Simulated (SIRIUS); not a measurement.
# Ir (P-1) in SIRIUS: a series of runs

The runs below take Ir through single point, with PBE.

Everything below comes from runs of SIRIUS 7.10.0. Logs are shortened: lines on timing, memory, paths and dates and some standing lists are left out, and cuts for length are marked. The log counts tension as positive stress, the text compression.

**1. The cell of the first run**

The typed cell holds 2 atoms: a = 2.751 Å, b = 2.751 Å, c = 4.462 Å, α = 90.00°, β = 90.00°, γ = 120.00°.

This isn't the form of Ir at room conditions, which is fcc.

**2. Single point, PBE (all atoms moved at random)**

sirius.json

```json
{
  "control": {
    "processing_unit": "cpu",
    "verbosity": 2,
    "num_bands_to_print": 23,
    "print_forces": true,
    "print_stress": true
  },
  "parameters": {
    "electronic_structure_method": "pseudopotential",
    "xc_functionals": ["XC_GGA_X_PBE", "XC_GGA_C_PBE"],
    "gk_cutoff": 6.4,
    "pw_cutoff": 20.0,
    "ngridk": [6, 6, 3],
    "shiftk": [0, 0, 0],
    "smearing": "fermi_dirac",
    "smearing_width": 0.0018374661,
    "num_bands": 23,
    "num_mag_dims": 0,
    "num_dft_iter": 100,
    "energy_tol": 1e-08,
    "density_tol": 1e-06
  },
  "iterative_solver": {
    "type": "davidson",
    "min_tolerance": 1e-09,
    "tolerance_scale": [0.1, 0.25]
  },
  "mixer": {
    "type": "anderson",
    "beta": 0.7,
    "max_history": 8
  },
  "settings": {
    "tol_ne": 1e-10
  },
  "unit_cell": {
    "lattice_vectors": [
      [1.0, 0.0, 0.0],
      [-0.500000001817, 0.866025404457, 0.0],
      [0.0, 0.0, 1.621838285544]
    ],
    "lattice_vectors_scale": 5.1993506775,
    "atom_coordinate_units": "lattice",
    "atom_types": ["Ir"],
    "atom_files": {
      "Ir": "Ir.json"
    },
    "atoms": {
      "Ir": [
        [0.66935147, 0.3368738, 0.74829509],
        [0.33064853, 0.6631262, 0.25170491]
      ]
    }
  }
}
```

Potentials or basis: JTH 2.0 PBE (PAW).

Started as:

```
$ upf_to_json Ir.GGA_PBE-JTH.UPF
$ OMP_NUM_THREADS=1 sirius.scf --input=sirius.json --output=out.json --task=0
```

What it wrote:

```text
[info] SIRIUS version : 7.10.0
[info] number of MPI ranks           : 1
[info] MPI grid                      : 1 1
[info] maximum number of OMP threads : 1
[fft] FFT context for density and potential
[fft] =====================================
[fft]   comm size                             : 1
[fft]   plane wave cutoff                     : 20
[fft]   grid size                             : 36 36 60   total : 77760
[fft]   grid limits                           : -17 18   -17 18   -29 30
[fft]   number of G-vectors within the cutoff : 13359
[fft]   local number of G-vectors             : 13359
[fft]   number of G-shells                    : 1401
[fft] FFT context for coarse grid
[fft] =====================================
[fft]   comm size                             : 1
[fft]   plane wave cutoff                     : 12.8
[fft]   grid size                             : 24 24 40   total : 23040
[fft]   grid limits                           : -11 12   -11 12   -19 20
[fft]   number of G-vectors within the cutoff : 3516
[fft]   local number of G-vectors             : 3516
[fft]   number of G-shells                    : 416
[unit cell] lattice vectors
[unit cell]   a1 :       5.1993506775      0.0000000000      0.0000000000
[unit cell]   a2 :      -2.5996753482      4.5027697734      0.0000000000
[unit cell]   a3 :       0.0000000000      0.0000000000      8.4325059887
[unit cell] reciprocal lattice vectors
[unit cell]   b1 :       1.2084557663      0.6977022640     -0.0000000000
[unit cell]   b2 :       0.0000000000      1.3954045229      0.0000000000
[unit cell]   b3 :       0.0000000000     -0.0000000000      0.7451148349
[unit cell] unit cell volume :       197.41743748 [a.u.^3]
[unit cell] 1/sqrt(omega)    :         0.07117168
[unit cell] MT volume        :         0.00000000 ( 0.00%)
[unit cell] IT volume        :       197.41743748 (100.00%)
[unit cell] number of atom types : 1
[unit cell] type id : 0 symbol : Ir mt_radius :  14.972191 num_atoms : 2
[unit cell] total number of atoms : 2
[unit cell] number of symmetry classes : 1
[unit cell] number of PAW atoms : 2
[unit cell] PAW atoms : 0 1
[unit cell] atom id  type id  class id             position                      vector_field
[unit cell] ------------------------------------------------------------------------------------------
[unit cell]      0        0        0      0.66935   0.33687   0.74830      0.00000   0.00000   0.00000
[unit cell]      1        0        0      0.33065   0.66313   0.25170      0.00000   0.00000   0.00000
[unit cell] atom id         position (Cartesian, a.u.)
[unit cell] ---------------------------------------------
[unit cell]      0       2.604431    1.516865    6.310003
[unit cell]      1      -0.004755    2.985905    2.122503
[unit cell] class id : 0 atom id : 0 1
[unit cell] minimum bond length:     5.138306
[unit cell] total number of pseudo wave-functions: 36
[sym] space group number   : 2
[... 319 lines left out ...]
[find] band gap (eV)                  :       0.00000000
[find] Efermi                         :       0.88721835
[find] iteration : 13, RMS : 9.514665698467e-07, energy difference : 1.015450834529e-09
[find] Hartree energy of density residual : 1.153127910661e-12
[find] bands are converged : true
[find] iterative solver converged : true
[find] converged after 14 SCF iterations!
[find] Charges and magnetic moments
[find] --------------------------------------------------------------------------------
[find] total charge          : 30.000000
[find] Energy
[find] --------------------------------------------------------------------------------
[find] valence_eval_sum               :       2.17237742
[find] <rho|V^{XC}>                   :     -22.05429942
[find] <rho|E^{XC}>                   :     -17.50484658
[find] <mag|B^{XC}>                   :       0.00000000
[find] <rho|V^{H}>                    :      34.06249081
[find] one-electron contribution      :      -6.23898993 (Ha),     -12.47797987 (Ry)
[find] hartree contribution           :      17.03124540
[find] xc contribution                :     -17.50484658
[find] ewald contribution             :    -140.60405602
[find] PAW contribution               :    -672.87128806
[find] smearing (-TS)                 :      -0.00089825
[find] SCF correction                 :      -0.00000090
[find] Total energy                   :    -820.18793608 (Ha),   -1640.37587216 (Ry)
[find] Free energy (E-TS)             :    -820.18883433 (Ha),   -1640.37766866 (Ry)
[find] band gap (eV)                  :       0.00000000
[find] Efermi                         :       0.88721835
[ground_state] === stress tensor components [kbar] ===
[ground_state] === stress_kin ===
[ground_state] -19208.551639    1.666731    0.013842
[ground_state]     1.666731-19221.047801   -0.006385
[ground_state]     0.013842   -0.006385-18929.171638
[ground_state] === stress_har ===
[ground_state] -8457.808498  -17.565845    0.363302
[ground_state]   -17.565845-8338.375288    1.131075
[ground_state]     0.363302    1.131075-8585.387370
[ground_state] === stress_ewald ===
[ground_state] 69945.072887  -41.919930    1.349148
[ground_state]   -41.91993070231.148068    4.265711
[ground_state]     1.349148    4.26571169365.228788
[ground_state] === stress_vloc ===
[ground_state] -23935.387818   56.600771   -1.507773
[ground_state]    56.600771-24320.011261   -4.678433
[ground_state]    -1.507773   -4.678433-23606.911750
[ground_state] === stress_xc ===
[ground_state]  6952.551866   -0.059491    0.001412
[ground_state]    -0.059491 6952.954041    0.004359
[ground_state]     0.001412    0.004359 6952.924122
[ground_state] === stress_core ===
[ground_state]   980.479502    0.000926   -0.000540
[ground_state]     0.000926  980.479717   -0.001291
[ground_state]    -0.000540   -0.001291  978.568332
[ground_state] === stress_nonloc ===
[ground_state] -3587.196841   -0.309605    0.101878
[ground_state]    -0.309605-3585.559574    0.347046
[ground_state]     0.101878    0.347046-3527.299868
[ground_state] === stress_us ===
[ground_state] -22710.848919    0.990514   -0.087404
[ground_state]     0.990514-22718.004243   -0.320028
[ground_state]    -0.087404   -0.320028-22557.704352
[ground_state] === stress_us_nl ===
[ground_state] -26298.045760    0.680909    0.014474
[ground_state]     0.680909-26303.563817    0.027018
[ground_state]     0.014474    0.027018-26085.004221
[ground_state] === stress_total ===
[ground_state]   -21.689461   -0.595930    0.233864
[ground_state]    -0.595930  -18.416341    0.742054
[ground_state]     0.233864    0.742054   90.246264
[ground_state] ==== total Forces in Ha/bohr =====
[ground_state] atom:    0, force:      -0.0005300     -0.0017794      0.0030221
[ground_state] atom:    1, force:       0.0005300      0.0017794     -0.0030221
[ground_state] ==== ultrasoft contribution from Qij =====
[ground_state] atom:    0, force:       0.0008495      0.0028201     -0.0062103
[ground_state] atom:    1, force:      -0.0008495     -0.0028201      0.0062103
[ground_state] ==== non-local contribution from Beta-projector =====
[ground_state] atom:    0, force:      -0.0012631     -0.0042106      0.0065989
[ground_state] atom:    1, force:       0.0012631      0.0042106     -0.0065989
[ground_state] ==== contribution from local potential =====
[ground_state] atom:    0, force:       0.0065584      0.0207435     -0.3702428
[ground_state] atom:    1, force:      -0.0065584     -0.0207435      0.3702428
[ground_state] ==== contribution from core density =====
[ground_state] atom:    0, force:       0.0000067      0.0000214     -0.0001054
[ground_state] atom:    1, force:      -0.0000067     -0.0000214      0.0001054
[ground_state] ==== Ewald forces from ions =====
[ground_state] atom:    0, force:      -0.0066815     -0.0211537      0.3729799
[ground_state] atom:    1, force:       0.0066815      0.0211537     -0.3729799
[~DFT_ground_state] local op. applied: 53063
[~DFT_ground_state] evp. work count: 10675.3
[~DFT_ground_state] number of iterative solver steps: 3614
```

It took 50 s on 1 thread of Arm Neoverse V1, shared host; peak memory 0.34 GiB.

Results:

* Free energy: -22318.4752 eV
* Pressure: -1.7 GPa
* Largest force: 0.182 eV/Å
* Band gap on the k mesh: none (metal or under the smearing width)

Forces in eV/Å, atoms in the order of the input:
```
Ir  -0.027 -0.092  0.155
Ir   0.027  0.092 -0.155
```

Stress tensor (GPa, compression positive):
```
 2.17  0.06 -0.02
 0.06  1.84 -0.07
-0.02 -0.07 -9.02
```

Caveat: the k mesh is coarse (spacing up to 0.47 Å⁻¹), so the values aren't converged.

**3. Single point, PBE (all atoms moved at random)**

sirius.json is that of step 2.

Potentials or basis: GBRV 1.5 PBE (ultrasoft).

Started as:

```
$ upf_to_json ir_pbe_v1.2.uspp.F.UPF
$ OMP_NUM_THREADS=1 sirius.scf --input=sirius.json --output=out.json --task=0
```

Run time: 33 s. Hardware: 1 thread of Arm Neoverse V1, shared host; peak memory 0.35 GiB.

It converged, with:

```
Free energy            : -4946.3143 eV
Pressure               : -1.9 GPa
Largest force          : 0.184 eV/Å
Band gap on the k mesh : none (metal or under the smearing width)
```

Forces in eV/Å, atoms in the order of the input:
```
Ir  -0.028 -0.093  0.157
Ir   0.028  0.093 -0.157
```

Stress tensor (GPa, compression positive):
```
 1.97  0.06 -0.02
 0.06  1.64 -0.07
-0.02 -0.07 -9.26
```

Caveat: the k mesh is coarse (spacing up to 0.47 Å⁻¹), so the values aren't converged. Spin-orbit coupling is left out, which matters for the levels of Ir.

**4. Single point, PBE (all atoms moved at random)**

Edit sirius.json of step 3 so:

```diff
@@ -4,3 +4,3 @@
     "verbosity": 2,
-    "num_bands_to_print": 23,
+    "num_bands_to_print": 26,
     "print_forces": true,
@@ -11,4 +11,4 @@
     "xc_functionals": ["XC_GGA_X_PBE", "XC_GGA_C_PBE"],
-    "gk_cutoff": 6.4,
-    "pw_cutoff": 20.0,
+    "gk_cutoff": 8.3,
+    "pw_cutoff": 16.6,
     "ngridk": [6, 6, 3],
@@ -17,3 +17,3 @@
     "smearing_width": 0.0018374661,
-    "num_bands": 23,
+    "num_bands": 26,
     "num_mag_dims": 0,
@@ -34,3 +34,4 @@
   "settings": {
-    "tol_ne": 1e-10
+    "tol_ne": 1e-10,
+    "pseudo_grid_cutoff": 6.5
   },
@@ -38,7 +39,6 @@
     "lattice_vectors": [
-      [1.0, 0.0, 0.0],
-      [-0.500000001817, 0.866025404457, 0.0],
-      [0.0, 0.0, 1.621838285544]
+      [5.199350677451, 0.0, 0.0],
+      [-2.599675348174, 4.502769773351, 0.0],
+      [0.0, 0.0, 8.432505988656]
     ],
-    "lattice_vectors_scale": 5.1993506775,
     "atom_coordinate_units": "lattice",
```

Potentials or basis: PseudoDojo 0.5 PBE stringent (scalar relativistic).

Started as:

```
$ upf_to_json Ir.upf
$ OMP_NUM_THREADS=1 sirius.scf --input=sirius.json --output=out.json --task=0
```

Run time: 66 s. Hardware: 1 thread of Arm Neoverse V1, shared host; peak memory 0.41 GiB.

The run converged. Its results:

| Property | Result |
| --- | --- |
| Free energy | -6267.1541 eV |
| Pressure | -1.8 GPa |
| Largest force | 0.183 eV/Å |
| Band gap on the k mesh | none (metal or under the smearing width) |

Forces in eV/Å, atoms in the order of the input:
```
Ir  -0.027 -0.092  0.156
Ir   0.027  0.092 -0.156
```

Stress tensor (GPa, compression positive):
```
 2.05  0.06 -0.02
 0.06  1.72 -0.07
-0.02 -0.07 -9.21
```

Caveat: the k mesh is coarse (spacing up to 0.47 Å⁻¹), so the values aren't converged.

**5. The runs side by side**

| potentials or basis | cutoff (eV) | radial cutoff for the potentials' integrals | gap on the mesh (eV) | pressure (GPa) | largest force (eV/Å) |
| --- | --- | --- | --- | --- | --- |
| JTH 2.0 PBE (PAW) | 557 | - | none | -1.7 | 0.18 |
| GBRV 1.5 PBE (ultrasoft) | 557 | - | none | -1.9 | 0.18 |
| PseudoDojo 0.5 PBE stringent (scalar relativistic) | 937 | 6.5 bohr | none | -1.8 | 0.18 |

Alike in all rows: task single point; level PBE; no spin polarisation; cell all atoms moved at random; k mesh 6 × 6 × 3; smearing fermi-dirac 0.05 eV; the mesh is coarse, so values aren't converged.

Caveats: all runs use coarse meshes.

Total energies depend on the potentials used, so only differences within one code and one set of settings carry meaning.
